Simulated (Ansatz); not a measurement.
The following input was run with Ansatz 0.2.0.

```yaml
crystal:
  lattice:
    - [0.0, 3.039, 3.039]
    - [3.039, 0.0, 3.039]
    - [3.039, 3.039, 0.0]
  atoms:
    - { symbol: Hg, position: [0.0, 0.0, 0.0] }
    - { symbol: Se, position: [0.25, 0.25, 0.25] }
basis:
  ecutwfc: 420
kpoints:
  mp_grid: { grid: [12, 12, 12] }
hamiltonian:
  xc: pbe
scf:
  occupations: { method: gaussian, width: 0.1 }
output:
  forces: true
  stress: true
  eigenvalues: true
  populations: true
```

Command:
```bash
ansatz run input.yaml --threads 1 --pin off --max-ram 2560MiB --backend cpu --events-out ev --progress --plain --runs-dir out
```

Level of theory: DFT PBE, scalar-relativistic, plane waves, PAW (Ansatz 0.2.0).

Part of what the program printed, abridged:

```
Pseudopotentials: kind: paw
Pseudopotential: Hg, paw, valence charge 20, recommended cutoff 420 eV (normal)
Pseudopotential: Se, paw, valence charge 16, recommended cutoff 420 eV (normal)
Functional definition: PBE
Crystal: 2 atoms, lattice volume = 56.133 Å³
Basis set: ecut = 420 eV, 1067 PW (Γ), exchange–correlation on 60×60×60 points (8 copies of the dense FFT grid, shifted against one another)
Bands: 22, of which v1, the nominal top of the filled ones, is band 18 counted from 1 (17 counted from 0)
Symmetry: 24 space group operations
Space group: F-43m (ITA 216), of the structure as read, at distance tolerance 3.8e-5 Å
k-points: 72 of 1728 (time reversal used)
Initial density: superposition of atomic densities (neutral atoms: chi_scale 0, normalization atom), corrected by the library's trained network
Initial wavefunctions: pseudopotential atomic-orbital guess
Functional: x = pbe(κ = 0.804, μ = 0.21951497), c = pbe(β = 0.06672455)
SCF iter   1: F=—  HF=-19282.889040 eV  |F-HF|=—  |Δ(HF+E_count)|=         —  Δρ=1.28e-3  dr2=1.61e-3  ethr=1.77e-3  ⟨swp⟩=5.6  Hψ=6761  notcnv=0
SCF iter   2: F=—  HF=-19282.889752 eV  |F-HF|=—  |Δ(HF+E_count)|=   7.12e-4  Δρ=5.08e-4  dr2=1.51e-4  ethr=4.48e-6  ⟨swp⟩=2.0  Hψ=2815  notcnv=0
SCF iter   3: F=—  HF=-19282.889807 eV  |F-HF|=—  |Δ(HF+E_count)|=   5.45e-5  Δρ=2.46e-4  dr2=3.33e-5  ethr=4.19e-7  ⟨swp⟩=2.1  Hψ=2595  notcnv=0
SCF iter   4: F=—  HF=-19282.889835 eV  |F-HF|=—  |Δ(HF+E_count)|=   2.83e-5  Δρ=9.08e-5  dr2=5.12e-6  ethr=9.24e-8  ⟨swp⟩=2.0  Hψ=2176  notcnv=0
SCF iter   5: F=—  HF=-19282.889843 eV  |F-HF|=—  |Δ(HF+E_count)|=   8.48e-6  Δρ=1.79e-5  dr2=1.62e-7  ethr=1.42e-8  ⟨swp⟩=2.0  Hψ=2233  notcnv=0
SCF iter   6: F=-19282.889844 eV  HF=-19282.889844 eV  |F-HF|=2.98e-8  |Δ(HF+E_count)|=   4.42e-7  Δρ=5.21e-6  dr2=1.03e-8  ethr=2.78e-10  ⟨swp⟩=5.5  Hψ=6813  notcnv=0
SCF 1 converged in 6 iterations: F = -19282.889844 eV  dr2 = 1.03e-8
SCF converged after 6 iterations
Free energy (F): -19282.889844 eV
Harris-Foulkes:  -19282.889844 eV  (|F-HF|=2.98e-8)
Internal energy: -19282.889685 eV  (E = F + TS)
E sigma→0 (E₀):  -19282.889764 eV
Entropy (-TS):   -0.000159 eV (-0.079 meV/atom)
Fermi energy:    8.965318 eV
--- Per-component energies (eV) ---
  E_band       = -869.521199
  E_kinetic    = 722.427874
  E_local      = -5776.213386  (includes V_loc(G=0)·N_el)
  E_nonlocal   = -522.621914
  E_hartree    = 2644.546151
  E_xc         = -324.609976
  E_vxc        = -360.477602  (∫ρ·V_xc dr)
  E_paw        = -11855.652511  (= ΣΔE_a)
  E_vpaw       = -221.729124  (= ΣTr[D̂ρ^β])
  E_aug_tail   = 0.000345  (compensation charges beyond the density's cutoff)
  E_ewald      = -4170.766268
  E_smearing   = -0.000159  (= −TS)
--- Forces (eV/Å), atoms counted from 1 ---
  atom   1  Hg     0.00000000     0.00000000     0.00000000
  atom   2  Se     0.00000000     0.00000000     0.00000000
--- Stress (GPa, compression-positive) ---
        4.706357       0.000000       0.000000
        0.000000       4.706357       0.000000
        0.000000       0.000000       4.706357
  P = ⅓ Tr σ = 4.7064 GPa (47.064 kbar)
--- Band table (eV; the first three rows and the last of 72) ---
  k-point 0: bands = ["-105.5745", "-54.0454", "-54.0454", "-54.0454", "-38.6135", "-38.6135", "-38.6135", "-38.6100", "-38.6100", "-4.5795", "1.7194", "1.7194", "1.7194", "2.4678", "2.4678", "7.9695", "8.8990", "8.8990", "8.8990", "14.3971", "14.3971", "14.3971"]
  k-point 1: bands = ["-105.5745", "-54.0454", "-54.0454", "-54.0454", "-38.6135", "-38.6135", "-38.6135", "-38.6100", "-38.6100", "-4.5490", "1.7309", "1.7336", "1.7336", "2.4665", "2.4665", "7.4703", "8.8250", "8.8250", "9.2695", "14.1873", "14.5000", "14.5000"]
  k-point 2: bands = ["-105.5745", "-54.0455", "-54.0454", "-54.0454", "-38.6135", "-38.6135", "-38.6135", "-38.6100", "-38.6100", "-4.4645", "1.7710", "1.7710", "1.7776", "2.4653", "2.4653", "6.6008", "8.6316", "8.6316", "9.7274", "14.0097", "14.7494", "14.7494"]
  k-point 71: bands = ["-105.5745", "-54.0457", "-54.0457", "-54.0456", "-38.6136", "-38.6135", "-38.6135", "-38.6100", "-38.6100", "-3.9372", "2.0137", "2.1199", "2.3866", "2.4130", "3.0889", "3.5970", "6.1491", "6.4745", "12.5284", "14.0353", "14.9954", "16.3682"]
--- Löwdin populations: 2 sites ---
  site symbol q [e]
     0     Hg     18.9297
     1     Se     16.8517
  spilling = 0.006071 (of n_electrons = 36.000000)
```

Self-consistency was reached.

The run took 9 s on 1 thread of Arm Neoverse V1, with other jobs on the host, peak memory 0.38 GiB.

Spin–orbit coupling is left out, which can shift energies with elements as heavy as these.